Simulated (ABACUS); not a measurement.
GaSb: single point with M06-L

GaSb:

```
Sb Ga
1.0
     4.32608    0.00000    0.00000
     2.16304    3.74649    0.00000
     2.16304    1.24883    3.53223
Sb Ga
1 1
Direct
  0.75000 0.75000 0.75000
  0.00000 0.00000 0.00000
```

```
Program             : ABACUS 3.10.1
Task                : single point
Functional          : M06-L
Potentials or basis : SG15 ONCV 1.2 PBE
Cutoff              : 1279 eV
Density cutoff      : 5116 eV
Basis               : plane waves
k mesh              : 5 × 5 × 5
Occupations         : fermi-dirac, width 0.05 eV
Spin                : no spin polarisation
```

```
Pressure               : 1.5 GPa
Band gap on the k mesh : none (metal or under the smearing width)
```

Levels at points of the mesh, in eV from the Fermi level:
| k point | band 10 | band 11 | band 12 | band 13 | band 14 | band 15 | band 16 | band 17 | band 18 | band 19 |
| --- | --- | --- | --- | --- | --- | --- | --- | --- | --- | --- |
| (0.00, 0.00, 0.00) | -14.96 | -11.96 | -0.18 | -0.04 | -0.04 | -0.04 | 3.13 | 3.13 | 3.13 | 5.23 |

Wall time 59 s on 4 MPI ranks on Intel(R) Xeon(R) Platinum 8488C (Sapphire Rapids) (shared host), peak memory 0.36 GiB a rank.

The gap isn't set beside the measured one, since this odd mesh misses points on the zone boundary.

Caveat: the potentials were made for another functional, which shifts forces and pressure; this crystal is a semiconductor, whose small gap the functional closes, so the metal is an error of the method. The run has no spin-orbit coupling, so splittings on Sb are missing.
